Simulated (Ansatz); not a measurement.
The reference is RuO$_{2}$ in the rutile structure (space group P4_2/mnm, No. 136; a = 4.4799 Å, c = 3.1069 Å).

All numbers come from r2SCAN (Ansatz, a program for electronic structure; PAW; 500 eV plane waves; spin-orbit coupling left out).

For the base:

Pressure: 0.0 GPa
Band gap: zero

Now apply this change: every lattice vector is stretched by 2.33 %; the atoms relax in the strained cell.

**Question.** How does this affect the energy relative to the base?

**Answer.** The energy rises by 42 meV/atom.

**Question.** What does the calculation give for the pressure after the change?

**Answer.** The pressure (mean of the normal stresses, compression positive) goes from zero to -17.0 GPa.

**Question.** What happens to the band gap?

**Answer.** The band gap stays zero.

Whether these cells are dynamically stable was not tested. Seeded moments were not kept for the base. No Hubbard U is applied, and correlation can decide whether such a compound is a metal. The final runs are not spin-polarised.
